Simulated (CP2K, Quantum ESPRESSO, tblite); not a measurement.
# Running C(110) slab, H on the bottom face, stepped (156 atoms) with CP2K

How do the settings of CP2K change the result for C(110) slab, H on the bottom face, stepped (156 atoms)? A plane-wave run serves as the yardstick.

Program: CP2K 2026.2. Level of theory: the method is named at each step. Results are calculated unless marked as measured.

**1. The structure**

The cell holds 156 atoms: 132 C and 24 H. Its edges and angles: a = 10.089 Å, b = 10.701 Å, c = 17.196 Å, α = 90.0°, β = 90.0°, γ = 90.0°. It derives from C (diamond-structure). Diamond-structure C (a = 3.567 Å), (110) slab of 6 atomic planes, 4 x 3 surface cells, H on the broken bonds of the bottom face, 10 Å of vacuum; the top repeat layer removed from part of the cell (two steps); displaced by a Gaussian of 0.02 Å. Then every atom was moved at random, 0.03 Å r.m.s. a Cartesian component (hydrogen 0.6 of that). Regions: slab, 132 atoms (132 C); hydrogen, 24 atoms (24 H). Vacuum lies along c.

The yardstick, on the same geometry:

* method: Kohn-Sham DFT, PBE, SSSP efficiency 1.3.0 pseudopotentials, plane waves (Quantum ESPRESSO 7.5); sssp-pbe-1.3.0-efficiency, cutoffs 60/480 Ry, Γ point
* r.m.s. force component: 1.777 eV/Å
* longest force: 6.825 eV/Å
* time: 7.5 min on 4 MPI ranks of Arm Neoverse V2, shared host
* CPU time: 30 min

**2. PBE, DZVP-UZH, 450/50 Ry, diagonalisation**

Method: Kohn-Sham DFT, PBE, GTH-PBE pseudopotentials, Gaussian and plane waves, DZVP-MOLOPT (UZH set), diagonalisation.

input.inp

```
&GLOBAL
  PROJECT cell
  RUN_TYPE ENERGY_FORCE
  PRINT_LEVEL LOW
&END GLOBAL
&FORCE_EVAL
  METHOD QS
  &DFT
    BASIS_SET_FILE_NAME BASIS_MOLOPT_UZH
    POTENTIAL_FILE_NAME POTENTIAL_UZH
    &MGRID
      CUTOFF 450
      REL_CUTOFF 50
    &END MGRID
    &QS
      EPS_DEFAULT 1.0E-12
    &END QS
    &SCF
      SCF_GUESS ATOMIC
      EPS_SCF 5.0E-06
      MAX_SCF 200
      ADDED_MOS 66
      &DIAGONALIZATION
        ALGORITHM STANDARD
      &END DIAGONALIZATION
      &SMEAR ON
        METHOD FERMI_DIRAC
        ELECTRONIC_TEMPERATURE [K] 580
      &END SMEAR
      &MIXING
        METHOD BROYDEN_MIXING
        ALPHA 0.2
        NBROYDEN 12
        BETA 0.05
      &END MIXING
      &PRINT
        &RESTART OFF
        &END RESTART
      &END PRINT
    &END SCF
    &XC
      &XC_FUNCTIONAL PBE
      &END XC_FUNCTIONAL
    &END XC
    &PRINT
      &MULLIKEN ON
      &END MULLIKEN
      &HIRSHFELD ON
        SHAPE_FUNCTION DENSITY
      &END HIRSHFELD
      &MO ON
        EIGENVALUES T
        OCCUPATION_NUMBERS T
        MO_INDEX_RANGE 265 288
        &EACH
          QS_SCF 0
        &END EACH
        ADD_LAST NUMERIC
      &END MO
    &END PRINT
  &END DFT
  &SUBSYS
    &CELL
      A 10.08900 0.00000 0.00000
      B 0.00000 10.70100 0.00000
      C 0.00000 0.00000 17.19561
    &END CELL
    &COORD
      C 8.79720 1.82891 5.90411
      C 0.00666 0.87235 5.88485
      C 10.04834 0.02301 7.15372
      C 8.83110 2.70596 7.15888
      C 8.87681 1.70381 8.40384
      C 0.01221 0.89578 8.39266
      C 0.01877 0.02836 9.63642
      C 8.84079 2.70050 9.65190
      C 8.87085 1.79627 10.86126
      C 0.02280 0.84302 10.97716
      C 10.08850 0.04687 12.24843
      C 1.24337 1.83576 5.90480
      C 2.50863 0.92788 5.88210
      C 2.52336 10.68859 7.15802
      C 1.24932 2.70232 7.13962
      C 1.27263 1.80269 8.42998
      C 2.55766 0.89867 8.48087
      C 2.55221 10.70046 9.72773
      C 1.21118 2.72426 9.68835
      C 1.26597 1.72254 10.99350
      C 2.50147 0.87470 10.94466
      C 2.48886 0.00310 12.15609
      C 1.27061 2.68509 12.19341
      C 8.81254 5.35863 5.88210
      C 10.06832 4.47420 5.93283
      C 10.05853 3.60121 7.13515
      C 8.82152 6.27763 7.14237
      C 8.77561 5.32460 8.42258
      C 10.07165 4.48425 8.45543
      C 10.08184 3.50404 9.68938
      C 8.79498 6.21696 9.71311
      C 8.79277 5.39641 10.89308
      C 10.05994 4.47345 10.89462
      C 10.06933 3.56193 12.20269
      C 3.79356 1.80023 5.89569
      C 5.07487 0.92146 5.90308
      C 5.03744 0.00867 7.15509
      C 3.76764 2.67611 7.16008
      C 3.82686 1.75882 8.43101
      C 5.11805 0.93270 8.48535
      C 5.01998 10.69372 9.70211
      C 3.79780 2.71763 9.65774
      C 3.75886 1.80708 10.86298
      C 4.99627 0.83981 10.96323
      C 3.79619 2.67001 12.21335
      C 1.25840 5.34750 5.88503
      C 2.50792 4.46242 5.87677
      C 2.53365 3.55680 7.11124
      C 1.27000 6.18989 7.12053
      C 1.17164 5.33787 8.46299
      C 2.52598 4.49934 8.43084
      C 2.55181 3.63331 9.68113
      C 1.23328 6.20669 9.66514
      C 1.25759 5.35596 10.98301
      C 2.53829 4.46414 10.93555
      C 2.55191 3.55926 12.21353
[... 96 atom lines left out ...]
      H 3.76340 9.56605 5.01579
      H 5.05530 7.44222 4.99928
      H 6.32338 9.55353 5.01854
      H 7.54566 7.41472 5.01080
    &END COORD
    &KIND C
      BASIS_SET DZVP-MOLOPT-PBE-GTH-q4
      POTENTIAL GTH-PBE-q4
    &END KIND
    &KIND H
      BASIS_SET DZVP-MOLOPT-PBE-GTH-q1
      POTENTIAL GTH-PBE-q1
    &END KIND
  &END SUBSYS
  &PRINT
    &FORCES ON
    &END FORCES
  &END PRINT
&END FORCE_EVAL
```

Run with:

```
$ OMP_NUM_THREADS=1 mpirun -np 4 cp2k.psmp -i input.inp > output.txt
```

Numbers of over 12 decimals in the logs are rounded to 6 here.

The log of the run:

```text
CP2K| version string:                                       CP2K version 2026.2
 CP2K| Input file name                                                 input.inp
 GLOBAL| Basis set file name                                    BASIS_MOLOPT_UZH
 GLOBAL| Potential file name                                       POTENTIAL_UZH
 GLOBAL| Run type                                                   ENERGY_FORCE
 GLOBAL| Total number of message passing processes                             4
 GLOBAL| Number of threads for this process                                    1
 TOTAL NUMBERS AND MAXIMUM NUMBERS
  Total number of            - Atomic kinds:                                   2
                             - Atoms:                                        156
                             - Shell sets:                                   156
                             - Shells:                                       732
                             - Primitive Cartesian functions:                780
                             - Cartesian basis functions:                   1968
                             - Spherical basis functions:                   1836
  Maximum angular momentum of- Orbital basis functions:                        2
                             - Local part of the GTH pseudopotential:          2
                             - Non-local part of the GTH pseudopotential:      0
 SCF PARAMETERS         Density guess:                                    ATOMIC
                        max_scf:                                             200
                        eps_scf:                                        5.00E-06
                        added MOs                                        66    0
                        Mixing method:                            BROYDEN_MIXING
                                                charge density mixing in g-space
                        Smear method:                                FERMI_DIRAC
                        Electronic temperature [K]:                        580.0
                        Electronic temperature [a.u.]:                  1.84E-03
                        Accuracy threshold:                             1.00E-10
 Extrapolation method: initial_guess
 Number of electrons:                                                        552
 Number of occupied orbitals:                                                276
 Number of molecular orbitals:                                               342
 Number of orbital functions:                                               1836
 Number of independent orbital functions:                                   1836
 SCF WAVEFUNCTION OPTIMIZATION
  Step     Update method      Time    Convergence         Total energy    Change
     1 NoMix/Diag. 0.20E+00    5.6     0.75888496      -777.2220623428 -7.77E+02
     2 Broy./Diag. 0.20E+00    7.2     0.41393667      -716.0495966977  6.12E+01
     3 Broy./Diag. 0.20E+00    7.2     0.76797506      -730.5581716587 -1.45E+01
     4 Broy./Diag. 0.20E+00    7.2     0.48977736      -749.3403086881 -1.88E+01
[...]
30 Broy./Diag. 0.20E+00    7.3     0.00000505      -762.8967535403  6.59E-07
    31 Broy./Diag. 0.20E+00    7.3     0.00000249      -762.8967505948  2.95E-06
  *** SCF run converged in    31 steps ***
  Electronic density on regular grids:       -552.0000000000        0.0000000000
  Core density on regular grids:              551.9999999995       -0.0000000005
  Total charge density on r-space grids:       -0.0000000005
  Total charge density g-space grids:          -0.0000000005
  Overlap energy of the core charge distribution:               1.44527e-05
  Self energy of the core charge distribution:              -1793.537892
  Core Hamiltonian energy:                                    563.536380
  Hartree energy:                                             707.600665
  Exchange-correlation energy:                               -240.488945
  Electronic entropic energy:                                  -0.00697392
  Fermi energy:                                                 0.088965
  Total energy:                                              -762.896751
  Total energy (extrapolated to T->0):                       -762.893264
 MO| EIGENVALUES AND OCCUPATION NUMBERS
 MO|
 MO|  Index      Eigenvalue [a.u.]        Eigenvalue [eV]             Occupation
 MO|    265               0.036399               0.990465               2.000000
 MO|    266               0.043541               1.184824               2.000000
 MO|    267               0.046222               1.257759               2.000000
[...]
MO|    287               0.159026               4.327322               0.000000
 MO|    288               0.163365               4.445396               0.000000
 MO| Sum:                                                             552.000000
 MO| E(Fermi):            0.088965 a.u.          2.420853 eV
 !-----------------------------------------------------------------------------!
                     Mulliken Population Analysis
 #  Atom  Element  Kind  Atomic population                           Net charge
       1     C        1          4.077931                             -0.077931
       2     C        1          4.073829                             -0.073829
       3     C        1          3.991682                              0.008318
[...]
155     H        2          0.915653                              0.084347
     156     H        2          0.915194                              0.084806
 # Total charge                            552.000000                 -0.000000
 !-----------------------------------------------------------------------------!
 !-----------------------------------------------------------------------------!
                           Hirshfeld Charges
  #Atom  Element  Kind  Ref Charge     Population                    Net charge
      1       C      1       4.000          4.035                        -0.035
      2       C      1       4.000          4.033                        -0.033
      3       C      1       4.000          3.996                         0.004
[...]
155       H      2       1.000          0.961                         0.039
    156       H      2       1.000          0.962                         0.038
  Total Charge                                                           -0.000
 !-----------------------------------------------------------------------------!
 ENERGY| Total FORCE_EVAL ( QS ) energy [hartree]           -762.896750
 FORCES| Atomic forces [hartree/bohr]
 FORCES|   Atom     x               y               z               |f|
 FORCES|      1  1.43366076E-02 -6.23907721E-02 -1.13373021E-03   6.40268077E-02
 FORCES|      2 -2.19507748E-02  6.77250772E-02  2.93030167E-02   7.69882419E-02
 FORCES|      3  3.99807730E-02 -1.37896924E-02 -2.12887158E-02   4.73479382E-02
[...]
FORCES|    155 -3.12031373E-03  1.19244970E-02 -2.08018782E-02   2.41794980E-02
 FORCES|    156  3.46035283E-03 -8.89807838E-03 -1.82330183E-02   2.05813701E-02
 FORCES| Sum    -6.57812289E-05  7.35864349E-05  1.76128051E-04
 FORCES| Total atomic force                                       2.01899044E-04
```

The job ended after 4 min (4 MPI ranks of Arm Neoverse V2, shared host; peak memory 4.8 GiB).

Banners, paths, timers and routine set-up lines are dropped from the logs unmarked, and long logs keep their key lines alone; longer cuts are marked.

Against the reference:

| Property | Result |
| --- | --- |
| r.m.s. force component | 1.811 eV/Å |
| r.m.s. difference of force components | 45.75 meV/Å |
| longest difference of force vectors | 190.4 meV/Å |
| force difference over r.m.s. force | 2.574 % |
| slope of forces against the reference's | 1.019 |
| correlation of force components | 0.9999 |

Length of the force difference by element (eV/Å):

```tsv
element	atoms	mean	most
C	132	0.076	0.19
H	24	0.036	0.067
```

Local excerpt of 9 atoms (numbers count through the whole input) about C79, whose charge lies farthest from its element's mean; x, y, z are measured from there.

```tsv
atom	x	y	z	distance (Å)	bonds	Hirshfeld charge (e)	Fx	Fy	Fz (eV/Å)
C79	0.00	0.00	0.00	0.00	4	-0.04	-0.58	-4.43	1.20
H147	0.02	0.61	-0.84	1.04	1	0.04	0.08	0.94	-2.05
C82	-0.07	0.81	1.21	1.45	4	0.01	2.77	3.23	3.44
C47	-1.28	-0.92	0.00	1.57	4	-0.04	0.79	1.23	0.21
C80	1.27	-0.95	0.04	1.59	4	-0.03	-0.63	3.27	-1.23
H142	-1.24	-1.52	-0.88	2.15	1	0.04	-0.15	-0.27	-0.80
H148	1.27	-1.53	-0.89	2.18	1	0.04	-0.02	0.07	0.03
C114	1.26	1.76	1.25	2.50	4	0.01	-1.12	-0.27	1.54
C102	2.50	0.00	0.01	2.50	4	-0.03	0.95	-2.69	1.40
```

Forces lie 2.6 % from the reference's, at 0.53 times its CPU time.

**3. PBEsol, PBE potentials, DZVP-UZH, 450/50 Ry, diagonalisation**

Method: Kohn-Sham DFT, PBEsol, GTH-PBE pseudopotentials, Gaussian and plane waves, DZVP-MOLOPT (UZH set), diagonalisation.

Edit input.inp of step 2 so:

```diff
@@ -41,3 +41,6 @@
     &XC
-      &XC_FUNCTIONAL PBE
+      &XC_FUNCTIONAL
+        &PBE
+          PARAMETRIZATION PBESOL
+        &END PBE
       &END XC_FUNCTIONAL
```

The log of the run:

```text
CP2K| version string:                                       CP2K version 2026.2
 CP2K| Input file name                                                 input.inp
 GLOBAL| Basis set file name                                    BASIS_MOLOPT_UZH
 GLOBAL| Potential file name                                       POTENTIAL_UZH
 GLOBAL| Run type                                                   ENERGY_FORCE
 GLOBAL| Total number of message passing processes                             4
 GLOBAL| Number of threads for this process                                    1
[... lines left out ...]
                        Smear method:                                FERMI_DIRAC
[... lines left out ...]
 Number of electrons:                                                        552
[... lines left out ...]
  Step     Update method      Time    Convergence         Total energy    Change
[... lines left out ...]
  *** SCF run converged in    31 steps ***
[... lines left out ...]
  Fermi energy:                                                 0.088624
  Total energy:                                              -761.092323
  Total energy (extrapolated to T->0):                       -761.088810
[... lines left out ...]
 MO| E(Fermi):            0.088624 a.u.          2.411583 eV
[... lines left out ...]
                           Hirshfeld Charges
  #Atom  Element  Kind  Ref Charge     Population                    Net charge
      1       C      1       4.000          4.036                        -0.036
      2       C      1       4.000          4.034                        -0.034
      3       C      1       4.000          3.996                         0.004
[...]
155       H      2       1.000          0.960                         0.040
    156       H      2       1.000          0.961                         0.039
  Total Charge                                                           -0.000
 !-----------------------------------------------------------------------------!
 ENERGY| Total FORCE_EVAL ( QS ) energy [hartree]           -761.092326
 FORCES| Atomic forces [hartree/bohr]
 FORCES|   Atom     x               y               z               |f|
 FORCES|      1  1.41588041E-02 -6.43369626E-02  3.76794272E-03   6.59841942E-02
 FORCES|      2 -2.17848111E-02  6.99570009E-02  3.38794843E-02   8.07240945E-02
 FORCES|      3  3.98068779E-02 -1.39132376E-02 -2.08741922E-02   4.70520733E-02
[...]
FORCES|    155 -2.94380939E-03  1.50952293E-02 -2.41818801E-02   2.86582499E-02
 FORCES|    156  3.15792922E-03 -1.19757051E-02 -2.15118644E-02   2.48223758E-02
 FORCES| Sum    -3.33884104E-04 -3.14130477E-04  4.44649019E-04
 FORCES| Total atomic force                                       6.38646461E-04
```

It took 4 min on 4 MPI ranks; peak memory 4.8 GiB; 16 min of CPU time.

Against the reference:

```
r.m.s. force component                  : 1.825 eV/Å
r.m.s. difference of force components   : 98.23 meV/Å
longest difference of force vectors     : 326 meV/Å
force difference over r.m.s. force      : 5.527 %
slope of forces against the reference's : 1.026
correlation of force components         : 0.9989
```

Against the first run (2.6 %), the force difference from the reference is 5.5 %, at 1.0 times the CPU time; the model has changed, so this is no error of the program alone.

(Part 1 of 3 ends here.)

[Also dropped from logs without a mark: logging warnings of Python, and SIESTA's first energy breakdown and zero terms.]

[Logs are printed without paths, hosts, clocks, repeated set-up lines and the standing remarks that a program may print on its own settings, such as how far it seeks lower states.]

[Hosts, paths, dates, database ids (printed as entryN), source tags and the programs' standing remarks are cut or masked in the printed files.]
